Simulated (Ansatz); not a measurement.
## SnO2: valence-band photoemission

Wanted: projected DOS of SnO2, weighted into photoemission and X-ray emission spectra, at several levels of theory.

Calculated with Ansatz 0.2.0; DFT, PBE, plane-wave PAW, default files, scalar-relativistic, in the first sound run; inputs show where later runs differ.

## (1) Set-up

The structure is orthorhombic, space group Imma (No. 74). The conventional cell has a = 6.498 Å, b = 6.829 Å, c = 6.828 Å, α = 90.00°, β = 90.00°, γ = 90.00°. Sn has 6 O at 2.09 Å nearest. Sn has 6 O at 2.09 to 2.10 Å nearest. Nearest to O lie 3 Sn at 2.09 to 2.10 Å. O has 3 Sn at 2.09 Å nearest. Farther neighbours and most contacts between anions are not listed.

## (2) The base run

First the ground state, then the DOS by atom and shell, which the cross sections turn into spectra. The DOS is taken on a denser mesh than the density.

File input.yaml:

```yaml
crystal:
  lattice:
    - [-3.248897, 3.41447, 3.414021]
    - [3.248897, -3.41447, 3.414021]
    - [3.248897, 3.41447, -3.414021]
  atoms:
    - { symbol: Sn, position: [0.5, 0.0, 0.0] }
    - { symbol: Sn, position: [0.5, 0.5, 0.5] }
    - { symbol: Sn, position: [0.003599, 0.753599, 0.25] }
    - { symbol: Sn, position: [0.996401, 0.246401, 0.75] }
    - { symbol: O, position: [0.806496, 0.803774, 0.497278] }
    - { symbol: O, position: [0.806496, 0.309218, 0.002722] }
    - { symbol: O, position: [0.302435, 0.24594, 0.056495] }
    - { symbol: O, position: [0.689445, 0.24594, 0.443505] }
    - { symbol: O, position: [0.310555, 0.75406, 0.556495] }
    - { symbol: O, position: [0.193504, 0.690782, 0.997278] }
    - { symbol: O, position: [0.697565, 0.75406, 0.943505] }
    - { symbol: O, position: [0.193504, 0.196226, 0.502722] }
kpoints:
  mp_grid: { grid: [6, 6, 6] }
  band_path:
    path:
      - [[0.0, 0.0, 0.0], [0.5, -0.5, 0.5], [0.476342, -0.476342, 0.523658]]
      - [[-0.476342, 0.476342, 0.476342], [0.0, 0.0, 0.0], [0.499934, 0.499934, -0.499934]]
      - [[0.500066, -0.499934, 0.499934], [0.5, -0.5, 0.5]]
      - [[0.0, 0.0, 0.0], [0.0, 0.5, 0.0], [0.25, 0.25, 0.25], [0.5, 0.0, 0.0], [0.0, 0.0, 0.0]]
    npoints: 10
scf:
  occupations: { method: fermi_dirac, width: 0.02 }
  n_extra_bands: 28
hamiltonian:
  xc: pbe
  pseudopotentials: { kind: paw }
output:
  forces: true
  stress: true
  dos:
    projected: true
    de: 0.05
    e_range: [-28, 12]
    nscf_kmesh: { grid: [8, 8, 8] }
  fatbands: true
```

Command:

```console
> ansatz run input.yaml --threads 4 --pin off --max-ram 8192MiB --backend cpu --events-out ev --progress --plain --runs-dir out
```

Numbers of over 12 decimals in the logs are rounded to 6 here.

The log of the run:

```text
scf.n_extra_bands = 28 over 52 filled bands (N_el = 104.0): the run solves 80 bands
Engine: ansatz 0.2.0, x86_64-unknown-linux-gnu
Pseudopotentials: kind: paw
Pseudopotential: Sn, paw, valence charge 14, recommended cutoff 420 eV (normal), Sn.paw.azcp
Pseudopotential: O, paw, valence charge 6, recommended cutoff 420 eV (normal), O.paw.azcp
Functional definition: PBE
  parameter kappa = 0.804
  parameter beta = 0.066725
  exchange = pbe_x(kappa = kappa, mu = beta*pi^2/3)
  correlation = pbe_c(beta = beta)
Crystal: 12 atoms, lattice volume = 151.491 Å³
Basis set: ecut = 420 eV, 2975 PW (Γ), exchange–correlation on 80×80×80 points (8 copies of the dense FFT grid, shifted against one another)
Bands: 80, of which v1, the nominal top of the filled ones, is band 52 counted from 1 (51 counted from 0)
Symmetry: 8 space group operations
Space group: Imma (ITA 74), of the structure as read, at distance tolerance 5.3e-5 Å
k-points: 46 of 216
Non-local potential: Sn, projectors of the file, l = 0: 2, l = 1: 2, l = 2: 2, l = 3: 2
Non-local potential: O, projectors of the file, l = 0: 2, l = 1: 2, l = 2: 1
PAW form: soft (Blöchl's): semilocal exchange-correlation on the pseudo side does not see the compensation charge
PAW one-centre angular grid: Sn, 590 points (default); XC on 64 Gauss nodes
PAW one-centre angular grid: O, 110 points (default); XC on 64 Gauss nodes
Initial density: superposition of atomic densities (neutral atoms: chi_scale 0, normalization atom), corrected by the library's trained network
Initial wavefunctions: pseudopotential atomic-orbital guess
Functional: x = pbe(κ = 0.804, μ = 0.219515), c = pbe(β = 0.066725)
SCF iter   1: F=—  HF=-28635.930294 eV  |F-HF|=—  |Δ(HF+E_count)|=         —  Δρ=1.33e-3  dr2=1.26e-3  ethr=1.77e-3  ⟨swp⟩=5.8  Hψ=15451  notcnv=0  defer=441
preconditioner: auto → Resta (q_TF=auto, 2.563 Å⁻¹)  ε∞=2.9  [insulator: Δε(μ)=0.628 eV  Ē_g=22.574 eV  σ=0.020 eV  W_gap=1.00  n_scr=42 (ndim 8)  ℏωp=30.8 eV  f_vac=0.037  D(μ)=0.00/eV (n_scr^D=0)  ε∞_Penn≈2.9]
SCF iter   2: F=—  HF=-28635.931671 eV  |F-HF|=—  |Δ(HF+E_count)|=   1.38e-3  Δρ=6.41e-4  dr2=2.46e-4  ethr=1.21e-6  ⟨swp⟩=2.4  Hψ=6902  notcnv=0  defer=943
SCF iter   3: F=—  HF=-28635.932137 eV  |F-HF|=—  |Δ(HF+E_count)|=   4.66e-4  Δρ=3.00e-4  dr2=7.22e-5  ethr=2.37e-7  ⟨swp⟩=2.7  Hψ=4754  notcnv=0  defer=943
SCF iter   4: F=—  HF=-28635.932325 eV  |F-HF|=—  |Δ(HF+E_count)|=   1.87e-4  Δρ=3.55e-5  dr2=1.81e-6  ethr=6.94e-8  ⟨swp⟩=2.0  Hψ=4098  notcnv=0  defer=943
iter 5 did not close the SCF: its close was put off for the readings that it lacked (scf_convergence_deferred on its scf_iter line)
SCF iter   5: F=-28635.932327 eV  HF=-28635.932327 eV  |F-HF|=1.04e-7  |Δ(HF+E_count)|=   2.40e-6  Δρ=9.89e-6  dr2=9.48e-8  ethr=1.74e-9  ⟨swp⟩=2.0  Hψ=4914  notcnv=0  defer=943
SCF iter   6: F=-28635.932327 eV  HF=-28635.932327 eV  |F-HF|=2.55e-10  |Δ(HF+E_count)|=   1.33e-7  Δρ=4.08e-6  dr2=1.73e-8  ethr=9.12e-11  ⟨swp⟩=12.0  Hψ=21912  notcnv=0
SCF 1 converged in 6 iterations: F = -28635.932327 eV  dr2 = 1.73e-8
  greatest PAW one-centre occupation: 0.996 electrons in one spin orbital (limit 2), on the Sn atom at site 0 (counted from 0), in its partial waves of l = 2
NSCF: frozen V_eff on 94 k-points
NSCF: frozen V_eff on 95 k-points
SCF converged after 6 iterations
Free energy (F): -28635.932327 eV
Harris-Foulkes:  -28635.932327 eV  (|F-HF|=2.55e-10)
Internal energy: -28635.932327 eV  (E = F + TS)
E sigma→0 (E₀):  -28635.932327 eV
Fermi energy:    9.002278 eV
--- Per-component energies (eV) ---
  E_band       = -314.646858
  E_kinetic    = 2154.792630
  E_local      = -5935.171315  (includes V_loc(G=0)·N_el)
  E_nonlocal   = 267.510809
  E_hartree    = 3049.575245
  E_xc         = -2106.199699
  E_vxc        = -1122.914362  (∫ρ·V_xc dr)
  E_paw        = -17856.346422  (= ΣΔE_a)
  E_vpaw       = -1778.033193  (= ΣTr[D̂ρ^β])
  E_aug_tail   = 0.019673  (compensation charges beyond the density's cutoff)
  E_ewald      = -8210.113249
  E_smearing   = -0.000000  (= −TS)
  E_closure    = -0.000000  (closes the sum)
  Σ components = -28635.932327   (vs F -28635.932327, Δ=0.00e0)
--- Forces (eV/Å), atoms counted from 1 ---
  atom   1  Sn     0.00000000     0.00000000     0.00000000
  atom   2  Sn     0.00000000     0.00000000    -0.00000000
  atom   3  Sn     0.00000000     0.00000000    -0.05900420
  atom   4  Sn     0.00000000     0.00000000     0.05900420
  atom   5  O      0.03298819     0.00000000     0.03110965
  atom   6  O     -0.03298819     0.00000000     0.03110965
  atom   7  O      0.00000000     0.03171560     0.03265926
  atom   8  O      0.00000000    -0.03171560     0.03265926
  atom   9  O      0.00000000     0.03171560    -0.03265926
  atom  10  O      0.03298819     0.00000000    -0.03110965
  atom  11  O      0.00000000    -0.03171560    -0.03265926
  atom  12  O     -0.03298819     0.00000000    -0.03110965
  max |Σ_I F_I| component: 2.08e-17 eV/Å
--- Stress (GPa, compression-positive) ---
       -1.367823       0.000000       0.000000
        0.000000      -0.555500       0.000000
        0.000000       0.000000      -0.526707
  P = ⅓ Tr σ = -0.8167 GPa (-8.167 kbar)
--- Band table (eV; the first three rows and the last of 46) ---
  k-point 0: bands = [... 48 lower, 7.9212, 7.9612, 7.9694, 8.6882, 9.3153, 13.0089, 13.0115, 14.3339, ... 24 higher]
  k-point 1: bands = [... 48 lower, 7.8905, 7.9209, 7.9774, 8.5859, 10.1474, 13.1478, 13.2244, 14.3453, ... 24 higher]
  k-point 2: bands = [... 48 lower, 7.8631, 7.9511, 8.0369, 8.3939, 11.4849, 13.2300, 13.7609, 14.4012, ... 24 higher]
  k-point 45: bands = [... 48 lower, 7.5176, 7.5190, 7.8475, 7.8492, 12.9226, 12.9235, 14.2293, 14.2362, ... 24 higher]
```

Run time: 23 s. Hardware: 4 threads of INTEL XEON PLATINUM 8581C at 2.10GHz (Emerald Rapids), shared host; peak memory 0.95 GiB.

Reading the cycles: dr2 is the Hartree energy of the density residual (eV), the measure of convergence; HF is the Harris–Foulkes estimate of the energy, which meets the free energy F at convergence.

Numbers from this step:

```yaml
free_energy: -28635.9323 eV
fermi_energy: 9.002 eV
symmetry_operations: 8
pressure: -0.8167 GPa
gap_on_the_k_mesh: 0.6271 eV
zero_of_energy: valence-band maximum
share_of_occupied_states_in_no_projected_shell: 0.0043 of the occupied states in the window
gap_on_the_path: 0.6271 eV
least_direct_gap_on_the_path: 0.6271 eV
valence_top_on_path: 0 eV
```

The electronic bands at the labelled points (eV, zero at the valence-band maximum; v1 is the highest filled band, c1 the lowest empty one):

```csv
point,v4,v3,v2,v1,c1,c2,c3,c4
Γ,-0.77,-0.73,-0.72,0.00,0.63,4.32,4.32,5.65
halfway,-1.05,-0.96,-0.78,-0.45,2.76,4.87,5.05,5.58
X,-1.17,-1.17,-0.84,-0.84,4.23,4.24,5.54,5.55
halfway,-1.17,-1.17,-0.84,-0.84,4.24,4.24,5.47,5.62
F0,-1.16,-1.16,-0.84,-0.84,4.24,4.24,5.39,5.69
jump to Σ0,-1.16,-1.16,-0.84,-0.84,4.24,4.24,5.39,5.69
halfway,-0.80,-0.79,-0.78,-0.41,3.08,4.53,4.53,6.28
Γ,-0.77,-0.73,-0.72,0.00,0.63,4.32,4.32,5.65
halfway,-1.04,-0.96,-0.78,-0.44,2.76,4.87,5.05,5.59
Λ0,-1.17,-1.17,-0.84,-0.84,4.23,4.24,5.54,5.55
jump to G0,-1.17,-1.17,-0.84,-0.84,4.23,4.24,5.54,5.55
halfway,-1.17,-1.17,-0.84,-0.84,4.23,4.24,5.54,5.55
X,-1.17,-1.17,-0.84,-0.84,4.23,4.24,5.54,5.55
jump to Γ,-0.77,-0.73,-0.72,0.00,0.63,4.32,4.32,5.65
halfway,-0.82,-0.73,-0.71,-0.20,2.12,4.55,4.78,5.69
R,-0.81,-0.79,-0.49,-0.46,3.97,3.97,5.56,5.58
halfway,-0.83,-0.83,-0.58,-0.56,4.26,4.26,5.43,5.44
W,-0.77,-0.77,-0.76,-0.76,4.93,4.93,4.93,4.93
halfway,-0.80,-0.80,-0.65,-0.64,4.20,4.20,5.56,5.56
S,-0.75,-0.74,-0.59,-0.59,3.85,3.85,5.80,5.81
halfway,-0.90,-0.89,-0.69,-0.27,1.99,4.90,4.91,5.15
Γ,-0.77,-0.73,-0.72,0.00,0.63,4.32,4.32,5.65
```

Of the projections kept (Sn s, Sn p, O s, O p, not projected), the largest for each band there; the rest of the weight can lie on other orbitals:

```csv
point,v4,v3,v2,v1,c1,c2,c3,c4
Γ,O p 0.99,O p 0.99,O p 0.99,O p 1.00,Sn s 0.65,Sn s 0.46,Sn s 0.46,Sn s 0.48
X,O p 0.97,O p 0.97,O p 0.99,O p 0.99,Sn s 0.52,Sn s 0.52,Sn s 0.50,Sn s 0.50
F0,O p 0.97,O p 0.97,O p 0.99,O p 0.99,Sn s 0.52,Sn s 0.52,Sn s 0.49,Sn s 0.50
Σ0,O p 0.97,O p 0.97,O p 0.99,O p 0.99,Sn s 0.52,Sn s 0.52,Sn s 0.49,Sn s 0.50
Γ,O p 0.99,O p 0.99,O p 0.99,O p 1.00,Sn s 0.65,Sn s 0.46,Sn s 0.46,Sn s 0.48
Λ0,O p 0.97,O p 0.97,O p 0.99,O p 0.99,Sn s 0.52,Sn s 0.52,Sn s 0.50,Sn s 0.50
```

The DOS has structure finer than the step of the table below, so its rows give means over 1 eV, whole bins alone (the curve runs from -22.5 to 12.3 eV). Peaks (eV: height): total -20.0: 179, -0.8: 23.6, 12.2: 27.0; O 2p -3.4: 6.73, -1.0: 17.5, -0.8: 23.1; Sn 5p 8.0: 3.37, 10.4: 5.73, 11.3: 4.61, 11.6: 4.44; Sn 5s -7.3: 1.83, 4.8: 1.99, 5.1: 1.60, 5.8: 1.55; O 2s -20.8: 4.08, -17.0: 6.73, -15.6: 11.1.

DOS against E, zero at the valence-band maximum; means over each step; values in states/eV/cell:

```csv
E (eV),total,O 2p,Sn 5p,Sn 5s,O 2s,Sn 4d
-22,0,0,0,0,0,0
-21,7.98,0.0577,0.0748,0.0364,1.10,6.71
-20,32.0,0.227,0.0741,0.0210,0.309,31.4
-19,0.0942,2.2e-4,0.00511,0.0239,0.0592,0.00529
-18,2.82,0.0233,0.449,0.370,1.84,0.128
-17,5.95,0.0530,0.991,0.254,4.22,0.404
-16,6.80,0.0421,0.511,0.0925,5.17,0.964
-15,0.338,0.00333,0.00534,0.0129,0.255,0.0596
-14,0,0,0,0,0,0
-13,0,0,0,0,0,0
-12,0,0,0,0,0,0
-11,0,0,0,0,0,0
-10,0,0,0,0,0,0
-9,0,0,0,0,0,0
-8,0.710,0.398,0.0150,0.270,0.0218,0.00335
-7,4.05,2.30,0.133,1.41,0.166,0.0181
-6,2.19,1.30,0.102,0.606,0.152,0.0159
-5,3.37,2.41,0.600,0.218,0.0961,0.0161
-4,6.99,5.36,1.26,0.140,0.144,0.0348
-3,6.65,5.47,0.843,0.0690,0.163,0.0472
-2,8.06,7.29,0.408,0.0415,0.131,0.0860
-1,14.9,14.5,0.0948,0.0224,0.0333,0.0999
0,1.04,1.02,0.00860,4.1e-4,0.00260,0.00107
1,0.0530,0.0105,0.00141,0.0279,0.0127,0
2,0.259,0.0729,0.0138,0.118,0.0521,1.9e-4
3,0.637,0.208,0.0460,0.269,0.105,7.3e-4
4,1.89,0.656,0.143,0.830,0.221,0.00330
5,3.48,1.22,0.317,1.57,0.276,0.00378
6,1.93,0.685,0.250,0.840,0.0832,0.00128
7,2.27,0.258,1.57,0.0791,0.242,9.6e-4
8,3.91,0.531,2.57,0.165,0.444,0.00230
9,3.26,0.479,2.17,0.134,0.243,0.00187
10,5.21,0.907,3.61,0.128,0.151,0.00135
11,5.38,0.875,3.64,0.0628,0.0976,0.00119
```

Simulated valence spectra by photon energy, shown to 13 eV, since a deeper line would dwarf them at some energies; the 100 % can be that line's tail at the edge; this run's widths, added to any smearing of the DOS itself: Gaussian 0.2 eV, Lorentzian 0.05 eV plus 0.08 an eV of depth. Intensity against binding energy, zero at the valence-band maximum; values in % of the maximum within 13 eV:

```csv
binding energy (eV),21.2 eV,150 eV,1486.7 eV,2984.3 eV,5414.7 eV
-1.0,0.908,1.03,8.34,5.26,2.98
-0.5,1.49,1.62,9.35,5.86,3.34
0.0,4.98,5.12,12.5,7.37,4.15
0.5,41.5,41.6,39.8,19.1,9.80
1.0,89.5,89.7,90.1,43.8,22.4
1.5,63.0,63.5,90.3,49.8,27.8
2.0,40.3,41.1,77.1,49.6,32.1
2.5,34.1,34.8,75.8,53.2,37.1
3.0,31.8,32.3,78.3,58.2,42.5
3.5,35.7,35.7,93.4,73.7,56.4
4.0,31.7,31.5,89.5,73.1,57.8
4.5,23.0,23.1,76.5,63.9,51.6
5.0,15.6,16.3,64.5,55.4,46.6
5.5,9.19,10.8,60.6,54.4,48.8
6.0,8.66,10.9,70.3,66.0,61.9
6.5,10.3,13.1,88.7,87.3,85.3
7.0,11.1,14.0,98.7,100.0,99.9
7.5,8.25,10.5,79.9,79.7,78.7
8.0,3.34,4.50,45.6,39.9,35.2
8.5,1.40,2.17,33.1,24.8,18.2
9.0,0.818,1.51,31.3,21.6,14.0
9.5,0.560,1.28,32.4,21.4,12.9
10.0,0.417,1.20,34.8,22.4,12.9
10.5,0.327,1.22,38.2,24.3,13.6
11.0,0.266,1.30,42.6,26.9,14.8
11.5,-,1.45,48.3,30.4,16.5
12.0,-,1.69,55.5,34.9,18.9
12.5,-,2.05,65.0,40.8,22.1
```

Maxima picked by a test of local sharpness, so broad peaks and shoulders can be missing; peaks within 0.45 eV of a curve's cut are left out. Valence peaks, by row:

```csv
photon energy (eV),binding energy (eV),height (% of the maximum within 13 eV),main shell,its share (%)
21.2,6.884,11.13,O 2p,97.68
21.2,3.584,35.84,O 2p,93.43
21.2,0.8338,100,O 2p,99.79
150,20.28,14.97,Sn 4d,50.65
150,15.98,31.85,O 2s,96.51
150,6.884,14.15,O 2p,76.58
150,3.534,35.86,O 2p,93.09
150,0.8338,100,O 2p,99.45
1487,20.13,3484,Sn 4d,98.41
1487,6.984,98.77,Sn 5s,56.76
1487,3.634,94.68,Sn 5p,36.98
1487,2.834,80.29,Sn 5p,28.13
1487,1.284,100,Sn 4d,45.77
2984,20.13,2074,Sn 4d,98.03
2984,6.984,100,Sn 5s,73.08
2984,3.734,75.82,Sn 5p,51.55
2984,2.884,58.8,Sn 5p,43.07
2984,1.734,50.57,Sn 4d,41.31
2984,1.284,52.35,Sn 4d,51.85
5415,20.13,1000,Sn 4d,97.14
5415,7.034,100,Sn 5s,84.44
5415,3.784,59,Sn 5p,57.6
```

Shapes are the site's partial DOS without matrix elements, which overweights lines from ligand s bands. The intensity by emission energy less the core level's binding energy, zero at the valence-band maximum; read off at these points; values in % of the unpolarised maximum:

```csv
emission energy less the core level's binding energy (eV),O K,"O K, E along x","O K, E along y","O K, E along z"
-22.0,0.261,0.286,0.249,0.249
-21.0,0.589,0.651,0.558,0.558
-20.0,0.760,0.837,0.721,0.722
-19.0,0.434,0.457,0.423,0.423
-18.0,0.367,0.344,0.378,0.378
-17.0,0.404,0.353,0.429,0.429
-16.0,0.372,0.384,0.366,0.366
-15.0,0.288,0.321,0.271,0.272
-14.0,0.248,0.271,0.236,0.236
-13.0,0.275,0.302,0.262,0.262
-12.0,0.344,0.377,0.327,0.327
-11.0,0.469,0.514,0.446,0.446
-10.0,0.722,0.784,0.690,0.691
-9.0,1.44,1.51,1.41,1.41
-8.0,5.54,5.58,5.52,5.52
-7.0,13.5,15.2,12.6,12.6
-6.0,12.4,12.7,12.3,12.3
-5.0,20.3,23.9,18.5,18.5
-4.0,38.0,55.9,29.1,29.1
-3.0,42.9,59.7,34.5,34.5
-2.0,58.8,56.5,60.0,60.0
-1.4,89.3,73.4,97.3,97.3
-1.0,99.5,58.5,120,120
0.0,19.0,6.15,25.5,25.5
1.0,2.22,1.54,2.55,2.55
```

Sums over each group's atoms; left-over states aren't shared out by site. Site centres, by row:

```csv
group,element,shell,occupied states,centre of occupied part (eV),centre up to the window's top (eV)
Sn1,Sn,5s,1.796,-8.9,-1.116
Sn1,Sn,5p,2.787,-8.867,4.875
Sn1,Sn,4d,19.99,-19.92,-19.91
Sn3,Sn,5s,1.795,-8.9,-1.116
Sn3,Sn,5p,2.787,-8.867,4.875
Sn3,Sn,4d,19.99,-19.92,-19.91
O5,O,2s,6.934,-16.24,-13.38
O5,O,2p,20.24,-2.794,-1.341
O7,O,2s,6.934,-16.24,-13.38
O7,O,2p,20.24,-2.794,-1.34
```

The broadened DOS, unweighted empty DOS has structure finer than the step of the table below, so its rows give means over 0.5 eV, whole bins alone (the curve runs from -0.959 to 11.6 eV). Peaks (eV: height): 4.74: 3.91, 8.34: 4.35, 10.34: 6.45.

Broadened DOS, unweighted empty DOS against E, zero at the valence-band maximum; means over each step:

```csv
E (eV),"broadened DOS, unweighted empty DOS (states/eV/cell)"
0.0,2.9e-5
0.5,0.00447
1.0,0.0514
1.5,0.142
2.0,0.259
2.5,0.413
3.0,0.636
3.5,1.03
4.0,1.78
4.5,3.44
5.0,3.45
5.5,2.79
6.0,1.94
6.5,1.48
7.0,2.45
7.5,2.70
8.0,4.05
8.5,4.16
9.0,3.18
9.5,3.12
10.0,5.18
10.5,5.93
11.0,5.43
```

Recipe: projected DOS times atomic cross section and asymmetry factor (linear light, 30° from the polarisation), occupied states only, Fermi edge at 300 K, a Lorentzian width of 0.05 eV growing by 0.08 eV per eV of binding energy, and a resolution of 0.2 eV. Curves are cut 10 eV under the photon energy, above any shell that the free atom's threshold puts out of reach, or at the lower edge of the window: 11.2 eV at 21.2 eV, 22.5 eV at 150 eV, 22.5 eV at 1486.7 eV, 22.5 eV at 2984.3 eV and 22.5 eV at 5414.7 eV. Matrix elements of the solid and inelastic losses aren't modelled, nor non-dipole terms, which matter above 3 keV.

How the area divides among the shells (%):

```csv
shell,21.2 eV,150 eV,1486.7 eV,2984.3 eV,5414.7 eV
Sn 5s,0.0,1.2,1.6,3.5,7.6
Sn 5p,2.9,0.4,1.4,2.5,4.2
Sn 4d,0.0,5.5,86.2,82.7,74.8
O 2s,0.0,34.6,9.6,10.7,13.1
O 2p,97.1,58.3,1.1,0.6,0.4
```

Cross sections used, in Mb an electron:

```csv
shell,21.2 eV,150 eV,1486.7 eV,2984.3 eV,5414.7 eV
Sn 5s,0.0091,0.020,6.1e-4,1.7e-4,5.4e-5
Sn 5p,0.64,0.0077,3.7e-4,8.9e-5,2.2e-5
Sn 4d,-,0.036,0.0037,4.9e-4,7.0e-5
O 2s,-,0.15,9.4e-4,1.4e-4,2.4e-5
O 2p,2.7,0.098,6.3e-5,4.7e-6,4.6e-7
```

At this level the gap is 0.63 eV on the path.

(Part 1 of 3 ends here.)

[Logs are printed without paths, hosts, clocks, repeated set-up lines and the standing remarks that a program may print on its own settings, such as how far it seeks lower states.]

[Hosts, paths, dates, database ids (printed as entryN), source tags and the programs' standing remarks are cut or masked in the printed files.]

[Maps of the electrostatic potential energy from Ansatz leave out the sawtooth potential of an applied field or a dipole correction, so their vacuum need not be flat; work functions include it.]

[Peak lists hold at most the 14 tallest peaks of each spectrum; further lines can be left out.]
